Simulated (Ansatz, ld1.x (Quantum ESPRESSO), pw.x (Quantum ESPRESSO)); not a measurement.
# Equation-of-state test of one TM potential (Mo (Z = 42))

ld1.x (Quantum ESPRESSO) 7.5 input, shortened:

```
&input
   title='Mo', zed=42., rel=1, dft='PBESOL', iswitch=3,
   config='[Kr] 4d5.5 5s0.5 5p0'
 /
 &inputp
   pseudotype=2, tm=.true., lloc=2,
   nlcc=.false.
 /
3
5S  1  0   0.50   0.00  3.30  3.30  0.0
5P  2  1   0.00   0.00  3.80  3.80  0.0
4D  3  2   5.50   0.00  2.60  2.60  0.0
 &test
   configts(1)='4d5.5 5s0.5 5p0'
 /
```

Atomic tests: cutoffs needed: 30 Ry and 35 Ry (the cutoffs (Ry, on a coarse ladder) from which the occupation-weighted sum of valence levels, in a spherical-Bessel basis at the reference potential, stays within 10 and 1 mRy of its value at 400 Ry); ghost test: ghost states, extra bound levels that the all-electron valence spectrum of the same l lacks: s at -43.3 eV, p at -5.6 eV; a true bound ghost makes a file unfit for plane-wave use (spherical-Bessel basis up to 400 Ry, 20 bohr box); configuration tests: 2 of 7 tests not solved or not reliable.

Crystal test: fcc Mo in pw.x 7.5, no spin, 14³ k-points, Fermi–Dirac smearing 0.01 Ry, cutoffs 45/180 Ry. The reference is all-electron LAPW (Ansatz 0.2.0) with the same functional, mesh and smearing; V0 and B0 come from Birch–Murnaghan fits to the pressures at five volumes. Errors are pseudo minus all-electron; Δ is the rms difference of the E(V) curves that follow from these fits, minima aligned, over ±6 % about the mean V0. Mesh and smearing are coarse, so the numbers serve the comparison and aren't converged zero-temperature values; the lattice is a test structure that the element need not adopt.

All-electron: a0 = 3.963 Å (V0 = 15.56 Å³/atom), B0 = 253.7 GPa.

Question: How far does the potential miss the all-electron equation of state?

Answer: mean pressure error (GPa): +87.51. The pressure does not cross zero within the volumes sampled, so no fit is given. The largest radius (3.80 bohr) exceeds half the bond length (2.65 bohr), so the spheres overlap, which is one possible source of error among others. This is a poor potential for the solid. Note: ghost states, extra bound levels that the all-electron valence spectrum of the same l lacks: s at -43.3 eV, p at -5.6 eV. A true bound ghost makes a file unfit for plane-wave use. Atomic configuration tests: 2 of 7 tests not solved or not reliable.

```csv
V (Å³/atom),P all-electron (GPa),P pseudo (GPa)
14.770,14.63,106.04
15.158,6.95,96.66
15.547,0.18,87.92
15.936,-5.80,79.75
16.324,-11.08,72.09
```

Question: At the middle volume, how do free energy and pressure move when the wave cutoff is lowered (ecutrho kept at four times it)?

Answer:

```tsv
cutoff (Ry)	shift of F (meV/atom)	shift of P (GPa)
20	+557.0	-30.37
27	+93.6	-0.13
36	+48.5	-0.63
```

The run at the middle volume (104 k-points, 9 iterations) took about 8 s on one core of a shared host (Neoverse-V1, 32 threads, 247 GiB, load 10).
